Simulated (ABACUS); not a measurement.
Set up this calculation in ABACUS 3.10.1, as the native input.

| Item | Value |
| --- | --- |
| Task | single point |
| Functional | PBEsol |
| Potentials or basis | PseudoDojo NC SR 0.4.1 PBEsol standard |
| Cutoff | 1401 eV |
| Density cutoff | 5606 eV |
| Basis | plane waves |
| k mesh | 9 × 9 × 9 |
| Occupations | fermi-dirac, width 0.05 eV |
| Spin | no spin polarisation |
| Radial cutoff of the potentials (pseudo_rcut) | 7 bohr |
| SCF threshold on the density | 1e-08 |
| Max SCF steps | 100 |
| Eigensolver | dav |
| Mixing | broyden |
| Mixing share | 0.7 |
| Symmetry key | 1 |
| Bands | 21 |

The system is CdF2.

```xyz
3
Lattice="0.0000 2.6940 2.6940 2.6940 0.0000 2.6940 2.6940 2.6940 0.0000" Properties=species:S:1:pos:R:3 pbc="T T T"
Cd    0.0259    0.0315    0.0029
F     4.0459    4.0797    4.0892
F     1.2791    1.3784    1.3804
```

The cell isn't the ideal one: atoms moved at random, drawn with an rms of 0.05 Å.

One way to write it, as run:

INPUT

```
INPUT_PARAMETERS
suffix              CdF2
calculation         scf
basis_type          pw
pseudo_dir          ./
symmetry            1
dft_functional      pbesol
ecutwfc             103
pseudo_rcut         7
nspin               1
nbands              21
ks_solver           dav
smearing_method     fd
smearing_sigma      0.00367493
scf_thr             1e-08
scf_nmax            100
mixing_type         broyden
mixing_beta         0.7
cal_force           1
cal_stress          1
out_chg             1
out_pot             2
out_elf             1
```

STRU

```
ATOMIC_SPECIES
Cd 112.4140 Cd.upf
F 18.9984 F.upf

LATTICE_CONSTANT
1.8897261246

LATTICE_VECTORS
0.0000000000 2.6940000000 2.6940000000
2.6940000000 0.0000000000 2.6940000000
2.6940000000 2.6940000000 0.0000000000

ATOMIC_POSITIONS
Direct

Cd
0.0
1
0.0015780000 -0.0004940000 0.0101050000 1 1 1

F
0.0
2
0.7652150000 0.7526630000 0.7491490000 1 1 1
0.2746410000 0.2377590000 0.2370220000 1 1 1
```

KPT

```
K_POINTS
0
Gamma
9 9 9 0 0 0
```

Potentials or basis: PseudoDojo NC SR 0.4.1 PBEsol standard, plane waves.

Command:

```bash
$ OMP_NUM_THREADS=1 mpirun -np 4 abacus > log
```

It gave:

- Pressure: 0.0 GPa
- Largest force: 0.375 eV/Å
- Band gap on the k mesh: 2.97 eV, indirect (least direct gap 3.39 eV)

Caveat: an odd mesh through Γ misses points on the zone boundary, where band edges often lie.

Wall time 2.1 min on 4 MPI ranks on Intel(R) Xeon(R) 6975P-C (Granite Rapids), with other jobs on the host, peak memory 0.88 GiB a rank.
